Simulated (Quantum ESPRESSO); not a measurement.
Runs of Quantum ESPRESSO 7.5 on Si2Ni. It takes space group Fm-3m (No. 225, cubic). The conventional cell has a = 5.406 Å, b = 5.406 Å, c = 5.406 Å, α = 90.00°, β = 90.00°, γ = 90.00°. Around Ni (site symmetry m-3m) lie 8 Si at 2.34 Å. Si (site symmetry -43m) is surrounded by 4 Ni at 2.34 Å. 

```tsv
task	level	potentials or basis	U	k mesh	cutoff (eV)	smearing	form of the LDA correlation	start of the occupations	hubbard projectors	q mesh	iterations	gap on the mesh (eV)	pressure (GPa)	moment (μB)
Hubbard U by linear response	PBE+U	GBRV 1.5 PBE	Ni d U = 3.5 eV	8 × 8 × 8	612	cold 0.272 eV	-	default	ortho-atomic	2 × 2 × 2	-	none	3.3	0.00
single point	PBE	SSSP 1.3 efficiency PBE	-	9 × 9 × 9	748	fermi-dirac 0.05 eV	-	-	-	-	-	none	(a)	0.00
Wannier functions	PBE	GBRV 1.5 PBE	-	7 × 7 × 7	612	fermi-dirac 0.05 eV	-	-	-	-	0	none	3.1	0.00
band structure	LDA	GBRV 1.5 LDA	-	9 × 9 × 9	612	fermi-dirac 0.05 eV	PZ81	-	-	-	-	none	-4.2	0.00
```

Alike in all rows: spin collinear, ferromagnetic start; cell as given.

Task: Estimate the missing entries.

Result: (a) 4.1.

Caveats: the U is typed as a test and isn't derived for this compound (some runs); some levels on the path didn't converge (some runs).

A k mesh can miss the band edges.

A gap of «none» marks a metal or a gap under the smearing width.

Not every run made on this cell is shown here.
